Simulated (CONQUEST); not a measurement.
Si:

```
Si
1.0
     3.84928    0.00000    0.00000
     0.00000    3.84928    0.00000
     0.00000    0.00000    5.44370
Si
4
Direct
  0.00250 0.00997 0.49933
  0.50250 0.50997 0.99933
  0.49175 0.99598 0.74789
  0.99175 0.49598 0.24789
```

The cell isn't the ideal one: atoms moved at random, drawn with an rms of 0.05 Å.

Base run:

```yaml
Program: CONQUEST 1.3
Functional: PBE
Potentials_or_basis: PseudoDojo NC PBE, DZP, grid cutoff 200 Ha
k_mesh: 7 × 7 × 5
Occupations: fermi-dirac, width 0.05 eV
Spin: no spin polarisation
```

Its results: band gap on the k mesh 0.15 eV; pressure 2.3 GPa; largest force 0.895 eV/Å.

Problem. After a change of settings the same cell gave: band gap on the k mesh 0.58 eV; pressure 5.1 GPa; largest force 0.917 eV/Å. Which change was it?
A. potentials or basis from PseudoDojo NC PBE, DZP, grid cutoff 200 Ha to PseudoDojo NC PBE, DZP, grid cutoff 100 Ha
B. potentials or basis from PseudoDojo NC PBE, DZP, grid cutoff 200 Ha to PseudoDojo NC PBE, SZ, grid cutoff 120 Ha
C. potentials or basis from PseudoDojo NC PBE, DZP, grid cutoff 200 Ha to PseudoDojo NC PBE, DZ, grid cutoff 120 Ha
D. potentials or basis from PseudoDojo NC PBE, DZP, grid cutoff 200 Ha to PseudoDojo NC PBE, DZP, grid cutoff 300 Ha

Solution. C.

Caveats: an odd mesh through Γ misses points on the zone boundary, where band edges often lie; the basis of atomic orbitals isn't converged, which shifts pressures, moduli and gaps; the atomic basis is small (some runs).
